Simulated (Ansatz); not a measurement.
A run of Ansatz 0.2.0 is set up as follows.

File input.yaml:

```yaml
crystal:
  lattice:
    - [4.613777, 0.0, 0.0]
    - [0.0, 9.563279, 0.0]
    - [0.0, 0.0, 3.119862]
  atoms:
    - { symbol: Al, position: [0.982975, 0.824573, 0.0] }
    - { symbol: Al, position: [0.017025, 0.175427, 0.0] }
    - { symbol: Al, position: [0.482975, 0.675427, 0.5] }
    - { symbol: Al, position: [0.517025, 0.324573, 0.5] }
    - { symbol: O, position: [0.5, 0.5, 0.5] }
    - { symbol: O, position: [0.123635, 0.75305, 0.5] }
    - { symbol: O, position: [0.376365, 0.25305, 0.0] }
    - { symbol: O, position: [0.623635, 0.74695, 0.0] }
    - { symbol: O, position: [0.0, 0.0, 0.0] }
    - { symbol: O, position: [0.876365, 0.24695, 0.5] }
hamiltonian:
  xc: blyp
  pseudopotentials: { kind: paw }
  dispersion: d4
kpoints:
  mp_grid: { grid: [6, 3, 9] }
scf:
  occupations: { method: fermi_dirac, width: 0.05 }
output:
  forces: true
  stress: true
  eigenvalues: true
  write_density: true
  write_potential: true
  elf: true
  volumetric_format: npy
relax:
  f_tol: 0.01
  max_steps: 40
  cell: { stress_tol: 0.05 }
```

Potentials or basis: Ansatz PAW.

Command:

```console
$ ansatz run input.yaml --threads 4 --pin off --max-ram 11264MiB --backend cpu --events-out ev --progress --plain --runs-dir out
```

(1) Estimate the relaxed volume.

(2) What does it give for the band gap on the k mesh?

(3) What does it give for the relaxed cell?

(4) Estimate the space group after relaxing (to 0.05 Å).

## Answers

(1) 12.51 Å³/atom.

(2) 3.73 eV, direct.

(3) a = 4.400 Å, b = 9.437 Å, c = 3.012 Å, α = 90.00°, β = 90.00°, γ = 90.00°.

(4) Pnnm (No. 58).

Caveat: odd divisions of the mesh miss points on the zone boundary, where band edges often lie, so the gap on the mesh can be too wide; the plane-wave basis is chosen anew once the cell has moved, so the energies of steps on either side of that aren't comparable; the pressure holds a Pulay correction of +0.7 GPa for the finite cutoff; the PAW data sets come from PBE, with cores solved anew for the run's functional, which leaves a small shift of forces and pressure.
